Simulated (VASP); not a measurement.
An input for Ansatz (written as the equivalent of a VASP run, and not itself run):

Ansatz 0.2 input:
```yaml
crystal:
  lattice:
    - [0.0000000, 3.0870066, 3.0870066]
    - [3.0870066, 0.0000000, 3.0870066]
    - [3.0870066, 3.0870066, 0.0000000]
  atoms:
    - { symbol: Zn, position: [0.0000000, 0.0000000, 0.0000000] }
    - { symbol: Te, position: [0.2500000, 0.2500000, 0.2500000] }
kpoints:
  mp_grid: { grid: [7, 7, 7] }
hamiltonian:
  xc: pbe
  pseudopotentials: { kind: paw }
scf:
  occupations: { method: gaussian, width: 0.05 }
  max_iter: 100
relax:
  max_steps: 60
  f_tol: 0.01
  cell: {}
output: { forces: true, stress: true, eigenvalues: true }
```

### Question
Write the VASP files for the same calculation (PBE).

### Answer
This is not unique; one that fits is 
### INCAR
```
! general
SYSTEM   =  ZnTe
PREC     =  Accurate
ENCUT    =  400
LREAL    =  .FALSE.
LASPH    =  .TRUE.

! electronic loop
EDIFF    =  1E-6
NELM     =  100
ALGO     =  Normal
LMAXMIX  =  4

! smearing
ISMEAR   =  0
SIGMA    =  0.05

! functional
GGA      =  PE

! ions
IBRION   =  2
NSW      =  60
ISIF     =  3
EDIFFG   =  -0.01

! output
LWAVE    =  .FALSE.
LCHARG   =  .FALSE.
```

**KPOINTS**
```
Automatic mesh
0
G
 7 7 7
```

File POSCAR:
```
ZnTe
1
   -0.0000000000     3.0870065809     3.0870065809
    3.0870065809    -0.0000000000     3.0870065809
    3.0870065809     3.0870065809    -0.0000000000
Zn Te
1 1
Direct
  0.0000000000   0.0000000000   0.0000000000
  0.2500000000   0.2500000000   0.2500000000
```

POTCAR, in this order: Zn Te (PBE.64 set). Program: vasp_std.

The two are equivalent in intent, not identical: each code has its own PAW files, so the cut-off isn't converted (ENCUT is set for VASP's; basis.ecutwfc is left out, and Ansatz then takes the one that its files recommend); Ansatz stops its SCF on the density residual and VASP on the energy change (EDIFF).

The compound is ZnTe in the zinc blende structure. This run relaxes it. Symmetry was kept, so distortions that lower it aren't found. The start is the result of an earlier pass.
